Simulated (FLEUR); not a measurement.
Here is a FLEUR MaX-R8.1 (later development tree) calculation.

Contents of inp.xml:

```xml
<?xml version="1.0" encoding="UTF-8" standalone="no"?>
<fleurInput fleurInputVersion="0.39">
   <comment>
      Cu2O                                                                                                
   </comment>
   <calculationSetup>
      <cutoffs Kmax="5.47" Gmax="17.0" GmaxXC="17.0" numbands="0"/>
      <scfLoop itmax="60" minDistance="0.00001" maxIterBroyd="15" imix="Anderson" alpha="0.05" precondParam="0.0" spinf="2.0" sdNocoIR="T"/>
      <coreElectrons ctail="T" frcor="F" kcrel="0" coretail_lmax="0"/>
      <xcFunctional name="pbe" relativisticCorrections="F"/>
      <magnetism jspins="1"/>
      <soc l_soc="F" theta="0.0" phi="0.0" spav="F"/>
      <expertModes spex="0" secvar="F"/>
      <geometryOptimization l_f="T" forcealpha="1.0" forcemix="BFGS" epsdisp="0.0005" epsforce="0.0002"/>
      <ldaU l_linMix="F" mixParam="0.05" spinf="1.0"/>
   </calculationSetup>
   <cell>
      <bzIntegration valenceElectrons="88.0" mode="hist" fermiSmearingEnergy="0.00183747">
         <kPointListSelection listName="default-1"/>
         <!-- k-points included here -->
         <xi:include xmlns:xi="http://www.w3.org/2001/XInclude" href="kpts.xml"> </xi:include>
      </bzIntegration>
      <!-- symmetry operations included here -->
      <xi:include xmlns:xi="http://www.w3.org/2001/XInclude" href="sym.xml"> </xi:include>
      <bulkLattice scale="1.0">
         <bravaisMatrix>
            <row-1>    8.0502332907959993     0.0000000000000000     0.0000000000000000</row-1>
            <row-2>    0.0000000000000000     8.0502332907959993     0.0000000000000000</row-2>
            <row-3>    0.0000000000000000     0.0000000000000000     8.0502332907959993</row-3>
         </bravaisMatrix>
      </bulkLattice>
   </cell>
   <atomSpecies>
      <species name="Copper (Cu)" element="Cu" atomicNumber="29">
         <mtSphere radius="1.79" gridPoints="605" logIncrement="0.02"/>
         <atomicCutoffs lmax="8" lnonsphr="6"/>
         <electronConfig flipSpins="F">
            <coreConfig>(1s1/2) (2s1/2) (2p1/2) (2p3/2)</coreConfig>
            <valenceConfig>(3s1/2) (3p1/2) (3p3/2) (4s1/2) (3d3/2) (3d5/2)</valenceConfig>
            <stateOccupation state="(4s1/2)" spinUp="0.500000" spinDown="0.500000"/>
         </electronConfig>
         <energyParameters s="4" p="4" d="3" f="4"/>
         <lo type="SCLO" l="0" n="3" eDeriv="0"/>
         <lo type="SCLO" l="1" n="3" eDeriv="0"/>
         <lo type="SCLO" l="1" n="3" eDeriv="1"/>
         <lo type="SCLO" l="2" n="3" eDeriv="2"/>
         <lo type="SCLO" l="3" n="4" eDeriv="2"/>
      </species>
      <species name="Oxygen (O)" element="O" atomicNumber="8">
         <mtSphere radius="1.37" gridPoints="463" logIncrement="0.023"/>
         <atomicCutoffs lmax="8" lnonsphr="6"/>
         <electronConfig flipSpins="F">
            <coreConfig>(1s1/2)</coreConfig>
            <valenceConfig>(2s1/2) (2p1/2) (2p3/2)</valenceConfig>
            <stateOccupation state="(2p1/2)" spinUp="0.666667" spinDown="0.666667"/>
            <stateOccupation state="(2p3/2)" spinUp="1.333333" spinDown="1.333333"/>
         </electronConfig>
         <energyParameters s="2" p="2" d="3" f="4"/>
         <lo type="SCLO" l="0" n="2" eDeriv="2"/>
         <lo type="SCLO" l="1" n="2" eDeriv="2"/>
         <lo type="SCLO" l="2" n="3" eDeriv="2"/>
      </species>
   </atomSpecies>
   <atomGroups>
      <atomGroup species="Copper (Cu)">
         <relPos label="                   1">1.000/2.000 .0000000000 1.000/2.000</relPos>
         <relPos label="                   2">1.000/2.000 1.000/2.000 .0000000000</relPos>
         <relPos label="                   3">.0000000000 1.000/2.000 1.000/2.000</relPos>
         <relPos label="                   4">.0000000000 .0000000000 .0000000000</relPos>
         <force calculate="T" relaxXYZ="TTT"/>
      </atomGroup>
      <atomGroup species="Oxygen (O)">
         <relPos label="                   5">1.000/4.000 1.000/4.000 1.000/4.000</relPos>
         <relPos label="                   6">-1.000/4.000 -1.000/4.000 -1.000/4.000</relPos>
         <force calculate="T" relaxXYZ="TTT"/>
      </atomGroup>
   </atomGroups>
   <output dos="F" band="F" slice="F">
      <checks vchk="F" cdinf="F"/>
      <bandDOS minEnergy="-.5*Htr" maxEnergy="0.5*Htr" sigma="0.015" storeEVData="T"/>
      <vacuumDOS vacdos="F" integ="F" star="F" nstars="0" locx1="0.0" locy1="0.0" locx2="0.0" locy2="0.0" nstm="0" tworkf="0.0"/>
      <unfoldingBand unfoldBand="F" supercellX="1" supercellY="1" supercellZ="1"/>
      <plotting iplot="0" polar="F">
         <plot TwoD="T" vec1="  1.0  0.0  0.0" vec2="  0.0  1.0  0.0" vec3="  0.0  0.0  1.0" zero="  0.0  0.0  0.0" file="plot"/>
      </plotting>
      <chargeDensitySlicing numkpt="0" minEigenval="0.0" maxEigenval="0.0" nnne="0" pallst="F"/>
      <specialOutput eonly="F"/>
      <moessbauerParams electricFieldGradient="T" isomerShift="T" coreHyperfine="T" valenceHyperfine="T"/>
      <magneticCircularDichroism mcd="F" energyLo="-10.0" energyUp="0.0"/>
   </output>
  <!-- We include the file relax.xml here to enable relaxations (see documentation) -->
  <xi:include xmlns:xi="http://www.w3.org/2001/XInclude" href="relax.xml"> <xi:fallback/> </xi:include>
</fleurInput>
```

crystal.txt

```
Cu2O
&input cartesian=F /
4.2600000000  0.0000000000  0.0000000000
0.0000000000  4.2600000000  0.0000000000
0.0000000000  0.0000000000  4.2600000000
1.8897261246
1.0 1.0 1.0

6
29 0.7500000000  0.2500000000  0.7500000000
29 0.7500000000  0.7500000000  0.2500000000
29 0.2500000000  0.7500000000  0.7500000000
29 0.2500000000  0.2500000000  0.2500000000
8 0.5000000000  0.5000000000  0.5000000000
8 0.0000000000  0.0000000000  0.0000000000

&kpt div1=6 div2=6 div3=6 gamma=T /
```

Potentials or basis: all-electron, FLAPW.

Command:

```sh
$ inpgen -f crystal.txt -profile fastHighL
$ # inp.xml edited to the form shown
$ fleur_MPI
```

Problem. Predict the band gap on the k mesh.

Solution. 0.54 eV, direct.

Core levels (eV from the Fermi level):
```
atom                                                    levels
1 Cu  1s1/2 -8846.7, 2s1/2 -1060.0, 2p1/2 -928.3, 2p3/2 -907.8
2 Cu  1s1/2 -8846.7, 2s1/2 -1060.0, 2p1/2 -928.3, 2p3/2 -907.8
3 Cu  1s1/2 -8846.7, 2s1/2 -1060.0, 2p1/2 -928.3, 2p3/2 -907.8
4 Cu  1s1/2 -8846.7, 2s1/2 -1060.0, 2p1/2 -928.3, 2p3/2 -907.8
 5 O                                              1s1/2 -507.6
 6 O                                              1s1/2 -507.6
```

**The experiment to reproduce.**

“Importance of surface oxygen vacancies for ultrafast hot carrier relaxation and transport in Cu2O”, 2021, arxiv:2103.03167 quotes, for a bulk crystal of Cu2O: band gap 2.17 eV (direct).

Against the measured gap of Cu2O, 2.17 eV (direct; quoted in “Importance of surface oxygen vacancies for ultrafast hot carrier relaxation and transport in Cu2O”, 2021, arxiv:2103.03167), the calculated 0.54 eV is off by -1.63 eV. So large a miss can be the level of theory's own, or it may mean another phase, state or a wrong row. The value is that of PBE on a finite k mesh, which can miss the band edges, without temperature or zero-point motion. Semilocal functionals fall short of measured gaps as a rule.
